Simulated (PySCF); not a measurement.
**Electric properties by functional and basis**

Compound: cyclobutene, C4H6.
InChI=1S/C4H6/c1-2-4-3-1/h1-2H,3-4H2

PySCF, dipoles from the SCF density, polarisabilities from static response with core orbitals frozen. Geometry: PBE0-D3(BJ)/def2-SVP; no solvent, vibrations or thermal averaging.

Q: Compare the levels for these properties.

A: 

| level | μ (D) | error (%) | α (au) | anisotropy (au) |
| --- | --- | --- | --- | --- |
| LDA/def2-SVPD | 0.228 | +72.6 | 47.90 | 14.85 |
| PBE/def2-SVPD | 0.185 | +40.4 | 47.38 | 14.90 |
| B3LYP/def2-SVPD | 0.145 | +9.5 | 46.59 | 14.55 |
| PBE0/def2-SVPD | 0.156 | +18.4 | 46.06 | 14.35 |
| BHandHLYP/def2-SVPD | 0.117 | -11.0 | 45.43 | 14.26 |
| CAM-B3LYP/def2-SVPD | 0.137 | +3.8 | 45.91 | 14.20 |
| wB97X-D/def2-SVPD | 0.153 | +15.7 | 45.95 | 14.00 |
| LC-wPBE/def2-SVPD | 0.139 | +5.4 | 44.62 | 13.67 |
| HF/def2-SVPD | 0.086 | -35.1 | 44.72 | 14.30 |
| PBE0/6-31G* | 0.127 | -3.8 | 38.50 | 17.06 |
| PBE0/def2-SVP | 0.171 | +29.5 | 40.34 | 16.44 |
| PBE0/def2-TZVP | 0.150 | +13.8 | 45.12 | 15.27 |

Reference dipole: 0.132 D (measured, gas; NIST CCCBDB Release 22 (SRD 101), experimental dipoles). The anisotropy is √(½[(α1 − α2)² + (α2 − α3)² + (α3 − α1)²]). For the dipole, the smallest error is 3.8% (CAM-B3LYP/def2-SVPD and PBE0/6-31G*) and the largest 72.6% (LDA/def2-SVPD). The dipole runs from 0.09 D (HF/def2-SVPD) to 0.23 D (LDA/def2-SVPD). No reference polarisability is at hand; against PBE0 in the largest diffuse basis at hand (def2-SVPD) the other PBE0 rows deviate by 6-31G* -16%, def2-SVP -12%, def2-TZVP -2%. In one basis (def2-SVPD) the functionals order the polarisability from LC-wPBE (lowest) to LDA (highest), a spread of 7%. With PBE0 the polarisability is 41.32 au without diffuse functions (mean of 6-31G*, def2-SVP and def2-TZVP) and 46.06 au with them (def2-SVPD). Measured values can belong to vibrating molecules; the computed ones are for one fixed geometry.
